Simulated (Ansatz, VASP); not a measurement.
## Two plane-wave programs on PtSe

INCAR

```
  ALGO = Normal
  EDIFF = 1E-7
  ENCUT = 520
  GGA = PE
  ISIF = 2
  ISMEAR = 0
  ISPIN = 2
  LASPH = True
  LCHARG = False
  LDAU = True
  LDAUJ = 0.9 0
  LDAUL = 2 -1
  LDAUPRINT = 1
  LDAUTYPE = 1
  LDAUU = 7 0
  LMAXMIX = 4
  LORBIT = 11
  LREAL = False
  LWAVE = False
  MAGMOM = 0.8 0.09
  NBANDS = 19
  NELM = 150
  PREC = Accurate
  SIGMA = 0.05
```

Contents of KPOINTS:

```
k-points
0
Gamma
  5 5 5
```

POSCAR

```
PtSe
1.0
    0.0000000000      3.0374472300      3.0374472300
    3.0374472300      0.0000000000      3.0374472300
    3.0374472300      3.0374472300      0.0000000000
Pt Se
1 1
Direct
    0.0000000000      0.0000000000      0.0000000000
    0.2500000000      0.2500000000      0.2500000000
```

Input for Ansatz:

```yaml
crystal:
  lattice:
    - [0.0, 3.03744723, 3.03744723]
    - [3.03744723, 0.0, 3.03744723]
    - [3.03744723, 3.03744723, 0.0]
  atoms:
    - { symbol: Pt, position: [0.0, 0.0, 0.0], spin: 2.0 }
    - { symbol: Se, position: [0.25, 0.25, 0.25] }
basis:
  ecutwfc: 420
  ecutrho_ratio: 4
kpoints:
  mp_grid: { grid: [5, 5, 5] }
hamiltonian:
  xc: pbe
  hubbard:
    sites:
      - { site: 0, l: d, u: 7.0, j: 0.9, starting_ns: [{ spin: up, occupation_matrix: s0up }, { spin: down, occupation_matrix: s0down }] }
    occupation_matrices:
      s0up:
        matrix:
          - [0.97, 0.0, 0.0, 0.0, 0.0]
          - [0.0, 0.97, 0.0, 0.0, 0.0]
          - [0.0, 0.0, 0.97, 0.0, 0.0]
          - [0.0, 0.0, 0.0, 0.97, 0.0]
          - [0.0, 0.0, 0.0, 0.0, 0.97]
      s0down:
        matrix:
          - [0.97, 0.0, 0.0, 0.0, 0.0]
          - [0.0, 0.02, 0.0, 0.0, 0.0]
          - [0.0, 0.0, 0.97, 0.0, 0.0]
          - [0.0, 0.0, 0.0, 0.02, 0.0]
          - [0.0, 0.0, 0.0, 0.0, 0.97]
    ns_hold: until_converged
scf:
  occupations: { method: gaussian, width: 0.05 }
  lower_state_search: "off"
  max_iter: 150
output:
  forces: true
  stress: true
  eigenvalues: true
  populations: true
  hubbard: { sites: [{ site: 0, l: d }] }
  write_density: true
  write_potential: true
  elf: true
  volumetric_format: npy
magnetization:
  spin_polarized: true
```

Alike in both runs: task single point; functional PBE; k mesh 5 × 5 × 5; occupations gaussian, width 0.05 eV; collinear spin; Hubbard terms Pt d U = 7.0 eV, J = 0.9 eV.

|  | VASP | Ansatz |
| --- | --- | --- |
| version | VASP 6.6.1 | Ansatz 0.2.0 |
| potentials or method | VASP PAW PBE potentials, release 64 (Pt, Se) | scalar-relativistic, plane waves, PAW |
| plane-wave cutoff (eV) | 520 | 420 |
| valence electrons in the cell | 16 | 34 |

Ansatz gave:

- gap on the k mesh at the Fermi level (eV): none
- pressure (GPa): -5.6
- largest component of the traceless stress (GPa): 2.06
- net moment per atom (μB): 0.51
- size of the moment on the site where the two differ most (μB): 0.73

Problem. Estimate VASP's values.

Solution. gap on the k mesh at the Fermi level (eV): none; pressure (GPa): -12.1; largest component of the traceless stress (GPa): 0.00; net moment per atom (μB): 0.44; size of the moment on the site where the two differ most (μB): 0.57.

Site moments also hang on the region over which each program counts them. The programs project onto different local orbitals, so the same U acts differently. A gap of «none» marks a metal or a gap that the smearing closes. The two sets of potentials don't hold the same shells in valence. Ansatz warned: «filled_band_counts_differ_across_k_points».

The runs have no spin-orbit coupling, so splittings on Pt are missing. The state reached can hang on the start; a lower one may exist.
